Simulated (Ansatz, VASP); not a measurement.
# One calculation of GaP, two programs

File INCAR:

```
SYSTEM = GaP
PREC = Accurate
ENCUT = 600
EDIFF = 1E-6
ISMEAR = -1
SIGMA = 0.05
LREAL = .FALSE.
LASPH = .TRUE.
NELM = 80
ALGO = Normal
ISIF = 3
LWAVE = .FALSE.
LCHARG = .FALSE.
GGA = PE
IBRION = 2
NSW = 60
EDIFFG = -0.005
```

The input KPOINTS:

```
Automatic mesh
0
G
  15 15 15
  0 0 0
```

The input POSCAR:

```
GaP
1.0
    0.0000000000      2.3472160896      2.3472160896
    2.3472160896      0.0000000000      2.3472160896
    2.3472160896      2.3472160896      0.0000000000
Ga P
1 1
Direct
    0.0000000000      0.0000000000      0.0000000000
    0.5000000000      0.5000000000      0.5000000000
```

Input for Ansatz:

```yaml
crystal:
  lattice:
    - [0.0, 2.3472160896, 2.3472160896]
    - [2.3472160896, 0.0, 2.3472160896]
    - [2.3472160896, 2.3472160896, 0.0]
  atoms:
    - { symbol: Ga, position: [0.0, 0.0, 0.0] }
    - { symbol: P, position: [0.5, 0.5, 0.5] }
kpoints:
  mp_grid: { grid: [15, 15, 15] }
scf:
  occupations: { method: fermi_dirac, width: 0.05 }
hamiltonian:
  xc: pbe
  pseudopotentials: { kind: paw }
output:
  forces: true
  stress: true
relax:
  f_tol: 0.005
  max_steps: 40
  cell: {}
```

Alike in both runs: task relaxation of cell and atoms; functional PBE; k mesh 15 × 15 × 15; occupations fermi-dirac, width 0.05 eV; no spin polarisation.

```csv
,VASP,Ansatz
version,VASP 6.6.1,Ansatz 0.2.0
potentials or method,"VASP PAW PBE potentials, release 64 (Ga_d, P)","PAW with Ansatz's default frozen-core files, scalar-relativistic"
plane-wave cutoff (eV),600,420
valence electrons in the cell,18,18
```

Ansatz gave:

```
relaxed volume (Å³/atom)                                     : 17.17
relaxed cell length with the largest relative difference (Å) : 3.648
energy change over the relaxation (meV/atom)                 : -482
```

What did VASP give for the same quantities?

Relaxed volume (Å³/atom): 17.18; relaxed cell length with the largest relative difference (Å): 3.649; energy change over the relaxation (meV/atom): -484.

Caveats: the volume moved by over 15 % at a fixed basis, so the end points are rough (VASP).
